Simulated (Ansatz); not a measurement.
# Preparing Si3N4 (P6_3/m) as a host crystal, part 4 of 4

Before any defect goes in: Si3N4 (P6_3/m) at rest, and how it screens a charge.

Ansatz 0.2.0; plane-wave PAW DFT, PBEsol; relaxation of the host's cell and atoms; PAW set soft_1 (the session's first sound run).

So far. Step 3 (Dielectric tensors of the host): The principal values of the electronic dielectric tensor are 4.29, 4.29 and 4.37. The principal values of the static dielectric tensor are 8.25, 8.29 and 8.29.

## 7. Defect free supercell at the zone centre

Level of this step: plane-wave PAW DFT, PBEsol; single point of the defect-free host, a test of the k-point sampling; PAW set soft_1 (Ansatz).

The supercell is run at the zone centre, to see how far that sampling misses the dense mesh.

System of this step: Si3N4 (P6_3/m). The cell holds 210 atoms: 90 Si and 120 N. Cell: a = 13.206 Å, b = 13.206 Å, c = 14.551 Å, α = 90.0°, β = 90.0°, γ = 120.0°.

The input, pristine.sampling_gamma/input.yaml:

```yaml
crystal:
  lattice:
    - [11.4366837151, 6.6029724215, 0.0]
    - [-11.4366837151, 6.6029724215, 0.0]
    - [0.0, 0.0, 14.5512817439]
  atoms:
    - { symbol: Si, position: [0.0195005204, 0.8065554759, 0.15] }
    - { symbol: Si, position: [0.3528338538, 0.4732221425, 0.15] }
    - { symbol: Si, position: [0.6861671871, 0.1398888092, 0.15] }
    - { symbol: Si, position: [0.2129450446, 0.0195005204, 0.05] }
    - { symbol: Si, position: [0.5462783779, 0.6861671871, 0.05] }
    - { symbol: Si, position: [0.8796117112, 0.3528338538, 0.05] }
    - { symbol: Si, position: [0.1398888092, 0.4537216221, 0.05] }
    - { symbol: Si, position: [0.4732221425, 0.1203882888, 0.05] }
    - { symbol: Si, position: [0.8065554759, 0.7870549554, 0.05] }
    - { symbol: Si, position: [0.1934445241, 0.2129450446, 0.15] }
    - { symbol: Si, position: [0.5267778575, 0.8796117112, 0.15] }
    - { symbol: Si, position: [0.8601111908, 0.5462783779, 0.15] }
    - { symbol: Si, position: [0.1203882888, 0.6471661462, 0.15] }
    - { symbol: Si, position: [0.4537216221, 0.3138328129, 0.15] }
    - { symbol: Si, position: [0.7870549554, 0.9804994796, 0.15] }
    - { symbol: Si, position: [0.3138328129, 0.8601111908, 0.05] }
    - { symbol: Si, position: [0.6471661462, 0.5267778575, 0.05] }
    - { symbol: Si, position: [0.9804994796, 0.1934445241, 0.05] }
    - { symbol: "N", position: [0.0, 0.6666666667, 0.15] }
    - { symbol: "N", position: [0.3333333333, 0.3333333334, 0.15] }
    - { symbol: "N", position: [0.6666666667, 0.0, 0.15] }
    - { symbol: "N", position: [0.0, 0.3333333333, 0.05] }
    - { symbol: "N", position: [0.3333333333, 0.0, 0.05] }
    - { symbol: "N", position: [0.6666666667, 0.6666666666, 0.05] }
    - { symbol: "N", position: [0.213458444, 0.4565327152, 0.15] }
    - { symbol: "N", position: [0.5467917774, 0.1231993818, 0.15] }
    - { symbol: "N", position: [0.8801251107, 0.7898660485, 0.15] }
    - { symbol: "N", position: [0.0902590622, 0.8801251107, 0.05] }
    - { symbol: "N", position: [0.4235923955, 0.5467917774, 0.05] }
    - { symbol: "N", position: [0.7569257289, 0.213458444, 0.05] }
    - { symbol: "N", position: [0.1231993818, 0.5764076045, 0.05] }
    - { symbol: "N", position: [0.4565327152, 0.2430742711, 0.05] }
    - { symbol: "N", position: [0.7898660485, 0.9097409378, 0.05] }
    - { symbol: "N", position: [0.2101339515, 0.0902590622, 0.15] }
    - { symbol: "N", position: [0.5434672848, 0.7569257289, 0.15] }
    - { symbol: "N", position: [0.8768006182, 0.4235923955, 0.15] }
    - { symbol: "N", position: [0.1198748893, 0.2101339515, 0.05] }
    - { symbol: "N", position: [0.4532082226, 0.8768006182, 0.05] }
    - { symbol: "N", position: [0.786541556, 0.5434672848, 0.05] }
    - { symbol: "N", position: [0.2430742711, 0.786541556, 0.15] }
    - { symbol: "N", position: [0.5764076045, 0.4532082226, 0.15] }
    - { symbol: "N", position: [0.9097409378, 0.1198748893, 0.15] }
    - { symbol: Si, position: [0.0195005204, 0.8065554759, 0.35] }
    - { symbol: Si, position: [0.3528338538, 0.4732221425, 0.35] }
    - { symbol: Si, position: [0.6861671871, 0.1398888092, 0.35] }
    - { symbol: Si, position: [0.2129450446, 0.0195005204, 0.25] }
    - { symbol: Si, position: [0.5462783779, 0.6861671871, 0.25] }
    - { symbol: Si, position: [0.8796117112, 0.3528338538, 0.25] }
    - { symbol: Si, position: [0.1398888092, 0.4537216221, 0.25] }
    - { symbol: Si, position: [0.4732221425, 0.1203882888, 0.25] }
    - { symbol: Si, position: [0.8065554759, 0.7870549554, 0.25] }
    - { symbol: Si, position: [0.1934445241, 0.2129450446, 0.35] }
    - { symbol: Si, position: [0.5267778575, 0.8796117112, 0.35] }
    - { symbol: Si, position: [0.8601111908, 0.5462783779, 0.35] }
    - { symbol: Si, position: [0.1203882888, 0.6471661462, 0.35] }
    - { symbol: Si, position: [0.4537216221, 0.3138328129, 0.35] }
    - { symbol: Si, position: [0.7870549554, 0.9804994796, 0.35] }
    - { symbol: Si, position: [0.3138328129, 0.8601111908, 0.25] }
    - { symbol: Si, position: [0.6471661462, 0.5267778575, 0.25] }
    - { symbol: Si, position: [0.9804994796, 0.1934445241, 0.25] }
    - { symbol: "N", position: [0.0, 0.6666666667, 0.35] }
    - { symbol: "N", position: [0.3333333333, 0.3333333334, 0.35] }
    - { symbol: "N", position: [0.6666666667, 0.0, 0.35] }
    - { symbol: "N", position: [0.0, 0.3333333333, 0.25] }
    - { symbol: "N", position: [0.3333333333, 0.0, 0.25] }
    - { symbol: "N", position: [0.6666666667, 0.6666666666, 0.25] }
    - { symbol: "N", position: [0.213458444, 0.4565327152, 0.35] }
    - { symbol: "N", position: [0.5467917774, 0.1231993818, 0.35] }
    - { symbol: "N", position: [0.8801251107, 0.7898660485, 0.35] }
    - { symbol: "N", position: [0.0902590622, 0.8801251107, 0.25] }
    - { symbol: "N", position: [0.4235923955, 0.5467917774, 0.25] }
    - { symbol: "N", position: [0.7569257289, 0.213458444, 0.25] }
    - { symbol: "N", position: [0.1231993818, 0.5764076045, 0.25] }
    - { symbol: "N", position: [0.4565327152, 0.2430742711, 0.25] }
    - { symbol: "N", position: [0.7898660485, 0.9097409378, 0.25] }
    - { symbol: "N", position: [0.2101339515, 0.0902590622, 0.35] }
    - { symbol: "N", position: [0.5434672848, 0.7569257289, 0.35] }
    - { symbol: "N", position: [0.8768006182, 0.4235923955, 0.35] }
    - { symbol: "N", position: [0.1198748893, 0.2101339515, 0.25] }
    - { symbol: "N", position: [0.4532082226, 0.8768006182, 0.25] }
    - { symbol: "N", position: [0.786541556, 0.5434672848, 0.25] }
    - { symbol: "N", position: [0.2430742711, 0.786541556, 0.35] }
    - { symbol: "N", position: [0.5764076045, 0.4532082226, 0.35] }
    - { symbol: "N", position: [0.9097409378, 0.1198748893, 0.35] }
    - { symbol: Si, position: [0.0195005204, 0.8065554759, 0.55] }
    - { symbol: Si, position: [0.3528338538, 0.4732221425, 0.55] }
    - { symbol: Si, position: [0.6861671871, 0.1398888092, 0.55] }
    - { symbol: Si, position: [0.2129450446, 0.0195005204, 0.45] }
    - { symbol: Si, position: [0.5462783779, 0.6861671871, 0.45] }
    - { symbol: Si, position: [0.8796117112, 0.3528338538, 0.45] }
    - { symbol: Si, position: [0.1398888092, 0.4537216221, 0.45] }
    - { symbol: Si, position: [0.4732221425, 0.1203882888, 0.45] }
    - { symbol: Si, position: [0.8065554759, 0.7870549554, 0.45] }
    - { symbol: Si, position: [0.1934445241, 0.2129450446, 0.55] }
    - { symbol: Si, position: [0.5267778575, 0.8796117112, 0.55] }
    - { symbol: Si, position: [0.8601111908, 0.5462783779, 0.55] }
    - { symbol: Si, position: [0.1203882888, 0.6471661462, 0.55] }
    - { symbol: Si, position: [0.4537216221, 0.3138328129, 0.55] }
    - { symbol: Si, position: [0.7870549554, 0.9804994796, 0.55] }
    - { symbol: Si, position: [0.3138328129, 0.8601111908, 0.45] }
    - { symbol: Si, position: [0.6471661462, 0.5267778575, 0.45] }
    - { symbol: Si, position: [0.9804994796, 0.1934445241, 0.45] }
    - { symbol: "N", position: [0.0, 0.6666666667, 0.55] }
    - { symbol: "N", position: [0.3333333333, 0.3333333334, 0.55] }
    - { symbol: "N", position: [0.6666666667, 0.0, 0.55] }
    - { symbol: "N", position: [0.0, 0.3333333333, 0.45] }
    - { symbol: "N", position: [0.3333333333, 0.0, 0.45] }
    - { symbol: "N", position: [0.6666666667, 0.6666666666, 0.45] }
    - { symbol: "N", position: [0.213458444, 0.4565327152, 0.55] }
    - { symbol: "N", position: [0.5467917774, 0.1231993818, 0.55] }
    - { symbol: "N", position: [0.8801251107, 0.7898660485, 0.55] }
    - { symbol: "N", position: [0.0902590622, 0.8801251107, 0.45] }
    - { symbol: "N", position: [0.4235923955, 0.5467917774, 0.45] }
    - { symbol: "N", position: [0.7569257289, 0.213458444, 0.45] }
    - { symbol: "N", position: [0.1231993818, 0.5764076045, 0.45] }
    - { symbol: "N", position: [0.4565327152, 0.2430742711, 0.45] }
    - { symbol: "N", position: [0.7898660485, 0.9097409378, 0.45] }
    - { symbol: "N", position: [0.2101339515, 0.0902590622, 0.55] }
    - { symbol: "N", position: [0.5434672848, 0.7569257289, 0.55] }
    - { symbol: "N", position: [0.8768006182, 0.4235923955, 0.55] }
    - { symbol: "N", position: [0.1198748893, 0.2101339515, 0.45] }
    - { symbol: "N", position: [0.4532082226, 0.8768006182, 0.45] }
    - { symbol: "N", position: [0.786541556, 0.5434672848, 0.45] }
    - { symbol: "N", position: [0.2430742711, 0.786541556, 0.55] }
    - { symbol: "N", position: [0.5764076045, 0.4532082226, 0.55] }
    - { symbol: "N", position: [0.9097409378, 0.1198748893, 0.55] }
    - { symbol: Si, position: [0.0195005204, 0.8065554759, 0.75] }
    - { symbol: Si, position: [0.3528338538, 0.4732221425, 0.75] }
    - { symbol: Si, position: [0.6861671871, 0.1398888092, 0.75] }
    - { symbol: Si, position: [0.2129450446, 0.0195005204, 0.65] }
    - { symbol: Si, position: [0.5462783779, 0.6861671871, 0.65] }
    - { symbol: Si, position: [0.8796117112, 0.3528338538, 0.65] }
    - { symbol: Si, position: [0.1398888092, 0.4537216221, 0.65] }
    - { symbol: Si, position: [0.4732221425, 0.1203882888, 0.65] }
    - { symbol: Si, position: [0.8065554759, 0.7870549554, 0.65] }
    - { symbol: Si, position: [0.1934445241, 0.2129450446, 0.75] }
    - { symbol: Si, position: [0.5267778575, 0.8796117112, 0.75] }
    - { symbol: Si, position: [0.8601111908, 0.5462783779, 0.75] }
    - { symbol: Si, position: [0.1203882888, 0.6471661462, 0.75] }
    - { symbol: Si, position: [0.4537216221, 0.3138328129, 0.75] }
    - { symbol: Si, position: [0.7870549554, 0.9804994796, 0.75] }
    - { symbol: Si, position: [0.3138328129, 0.8601111908, 0.65] }
    - { symbol: Si, position: [0.6471661462, 0.5267778575, 0.65] }
    - { symbol: Si, position: [0.9804994796, 0.1934445241, 0.65] }
    - { symbol: "N", position: [0.0, 0.6666666667, 0.75] }
    - { symbol: "N", position: [0.3333333333, 0.3333333334, 0.75] }
    - { symbol: "N", position: [0.6666666667, 0.0, 0.75] }
    - { symbol: "N", position: [0.0, 0.3333333333, 0.65] }
    - { symbol: "N", position: [0.3333333333, 0.0, 0.65] }
    - { symbol: "N", position: [0.6666666667, 0.6666666666, 0.65] }
    - { symbol: "N", position: [0.213458444, 0.4565327152, 0.75] }
    - { symbol: "N", position: [0.5467917774, 0.1231993818, 0.75] }
    - { symbol: "N", position: [0.8801251107, 0.7898660485, 0.75] }
    - { symbol: "N", position: [0.0902590622, 0.8801251107, 0.65] }
    - { symbol: "N", position: [0.4235923955, 0.5467917774, 0.65] }
    - { symbol: "N", position: [0.7569257289, 0.213458444, 0.65] }
    - { symbol: "N", position: [0.1231993818, 0.5764076045, 0.65] }
    - { symbol: "N", position: [0.4565327152, 0.2430742711, 0.65] }
    - { symbol: "N", position: [0.7898660485, 0.9097409378, 0.65] }
    - { symbol: "N", position: [0.2101339515, 0.0902590622, 0.75] }
    - { symbol: "N", position: [0.5434672848, 0.7569257289, 0.75] }
    - { symbol: "N", position: [0.8768006182, 0.4235923955, 0.75] }
    - { symbol: "N", position: [0.1198748893, 0.2101339515, 0.65] }
    - { symbol: "N", position: [0.4532082226, 0.8768006182, 0.65] }
    - { symbol: "N", position: [0.786541556, 0.5434672848, 0.65] }
    - { symbol: "N", position: [0.2430742711, 0.786541556, 0.75] }
    - { symbol: "N", position: [0.5764076045, 0.4532082226, 0.75] }
    - { symbol: "N", position: [0.9097409378, 0.1198748893, 0.75] }
    - { symbol: Si, position: [0.0195005204, 0.8065554759, 0.95] }
    - { symbol: Si, position: [0.3528338538, 0.4732221425, 0.95] }
    - { symbol: Si, position: [0.6861671871, 0.1398888092, 0.95] }
    - { symbol: Si, position: [0.2129450446, 0.0195005204, 0.85] }
    - { symbol: Si, position: [0.5462783779, 0.6861671871, 0.85] }
    - { symbol: Si, position: [0.8796117112, 0.3528338538, 0.85] }
    - { symbol: Si, position: [0.1398888092, 0.4537216221, 0.85] }
    - { symbol: Si, position: [0.4732221425, 0.1203882888, 0.85] }
    - { symbol: Si, position: [0.8065554759, 0.7870549554, 0.85] }
    - { symbol: Si, position: [0.1934445241, 0.2129450446, 0.95] }
    - { symbol: Si, position: [0.5267778575, 0.8796117112, 0.95] }
    - { symbol: Si, position: [0.8601111908, 0.5462783779, 0.95] }
    - { symbol: Si, position: [0.1203882888, 0.6471661462, 0.95] }
    - { symbol: Si, position: [0.4537216221, 0.3138328129, 0.95] }
    - { symbol: Si, position: [0.7870549554, 0.9804994796, 0.95] }
    - { symbol: Si, position: [0.3138328129, 0.8601111908, 0.85] }
    - { symbol: Si, position: [0.6471661462, 0.5267778575, 0.85] }
    - { symbol: Si, position: [0.9804994796, 0.1934445241, 0.85] }
    - { symbol: "N", position: [0.0, 0.6666666667, 0.95] }
    - { symbol: "N", position: [0.3333333333, 0.3333333334, 0.95] }
    - { symbol: "N", position: [0.6666666667, 0.0, 0.95] }
    - { symbol: "N", position: [0.0, 0.3333333333, 0.85] }
    - { symbol: "N", position: [0.3333333333, 0.0, 0.85] }
    - { symbol: "N", position: [0.6666666667, 0.6666666666, 0.85] }
    - { symbol: "N", position: [0.213458444, 0.4565327152, 0.95] }
    - { symbol: "N", position: [0.5467917774, 0.1231993818, 0.95] }
    - { symbol: "N", position: [0.8801251107, 0.7898660485, 0.95] }
    - { symbol: "N", position: [0.0902590622, 0.8801251107, 0.85] }
    - { symbol: "N", position: [0.4235923955, 0.5467917774, 0.85] }
    - { symbol: "N", position: [0.7569257289, 0.213458444, 0.85] }
    - { symbol: "N", position: [0.1231993818, 0.5764076045, 0.85] }
    - { symbol: "N", position: [0.4565327152, 0.2430742711, 0.85] }
    - { symbol: "N", position: [0.7898660485, 0.9097409378, 0.85] }
    - { symbol: "N", position: [0.2101339515, 0.0902590622, 0.95] }
    - { symbol: "N", position: [0.5434672848, 0.7569257289, 0.95] }
    - { symbol: "N", position: [0.8768006182, 0.4235923955, 0.95] }
    - { symbol: "N", position: [0.1198748893, 0.2101339515, 0.85] }
    - { symbol: "N", position: [0.4532082226, 0.8768006182, 0.85] }
    - { symbol: "N", position: [0.786541556, 0.5434672848, 0.85] }
    - { symbol: "N", position: [0.2430742711, 0.786541556, 0.95] }
    - { symbol: "N", position: [0.5764076045, 0.4532082226, 0.95] }
    - { symbol: "N", position: [0.9097409378, 0.1198748893, 0.95] }
basis:
  ecutwfc: 420
  xc_grid: 2
hamiltonian:
  xc: pbesol
  pseudopotentials: { kind: paw, azcp: { folder: soft_1 }, xc_functional: pbe }
kpoints:
  mp_grid: { grid: [1, 1, 1] }
scf:
  occupations: { method: fermi_dirac, width: 0.01 }
  max_iter: 100
  lower_state_search: "off"
checkpoint:
  write: "../pristine.sampling_gamma.run"
  compress: false
  write_wavefunctions: false
  write_every: 100000
```

Command:

```console
> ansatz run input.yaml --threads 32 --pin off --max-ram 84787MiB --backend cuda --events-out ev --progress --plain --runs-dir out --max-vram 78GiB
```

Numbers of over 12 decimals in the logs are rounded to 6 here.

What it wrote:

```text
[...]
GPU FFT provider: cuFFT
GPU libraries: cuBLAS 13.8.1, cuFFT 12.4.0, cuSOLVER 12.3.2
[...]
Crystal: 210 atoms, lattice volume = 2197.712 Å³
Basis set: ecut = 420 eV, 42889 PW (Γ), exchange–correlation on 180×180×200 points (8 copies of the dense FFT grid, shifted against one another)
Bands: 690, of which v1, the nominal top of the filled ones, is band 480 counted from 1 (479 counted from 0)
Symmetry: 180 space group operations
[...]
k-points: 1
[...]
GPU buffer pool allocated for 810000 grid points (all kernels)
[...]
SCF iter   1: F=—  HF=-101765.832439 eV  |Δ(HF+E_count)|=         —  Δρ=1.48e-1  dr2=5.02e2  Hψ=3118
[...]
SCF iter  10: F=-101607.111797 eV  HF=-101607.111797 eV  |Δ(HF+E_count)|=   4.73e-7  Δρ=6.18e-7  dr2=7.22e-9  Hψ=1346
SCF 1 converged in 10 iterations: F = -101607.111797 eV  dr2 = 7.22e-9
[...]
SCF converged after 10 iterations
Free energy (F): -101607.111797 eV
[...]
Internal energy: -101607.111797 eV  (E = F + TS)
E sigma→0 (E₀):  -101607.111797 eV
Fermi energy:    10.213940 eV
[...]
```

The job ended after 1.4 s (1 × NVIDIA GB200 with 32 threads of Arm Neoverse V2, shared host; peak memory 1.2 GiB).

## 8. Summary of results

```json
{
  "primitive cell vectors, lengths": "7.624, 7.624, 2.910 Å",
  "electronic dielectric constant": "principal values (4.29, 4.29, 4.37)",
  "static dielectric constant": "principal values (8.25, 8.29, 8.29)",
  "gap on the k-mesh of the response run (PBEsol)": "4.20 eV",
  "supercell relaxed in its symmetry less the displaced and relaxed one": "0.000 eV",
  "energy an atom at the zone centre alone less that on the dense mesh": "0.001 eV"
}
```

**Reading.** Step 5: The energy fell by 11.691 eV from the randomly displaced start; the atoms end within 0.005 Å of the sites as typed, once the mean shift is taken out. The displaced cell ends within 0.01 eV of the symmetric one relaxed in its symmetry, so no lower structure shows in this supercell. The k-mesh can miss the band edges, so this gap is an upper bound at this level. All at zero temperature.

[Logs are printed without paths, hosts, clocks, repeated set-up lines and the standing remarks that a program may print on its own settings, such as how far it seeks lower states.]

[Hosts, paths, dates, database ids (printed as entryN), source tags and the programs' standing remarks are cut or masked in the printed files.]

[Runs of the host that timed out are not shown.]

[For some hosts the program warned that the k-mesh of the response run may be too coarse for force constants and the static dielectric constant; such warnings are not always shown.]
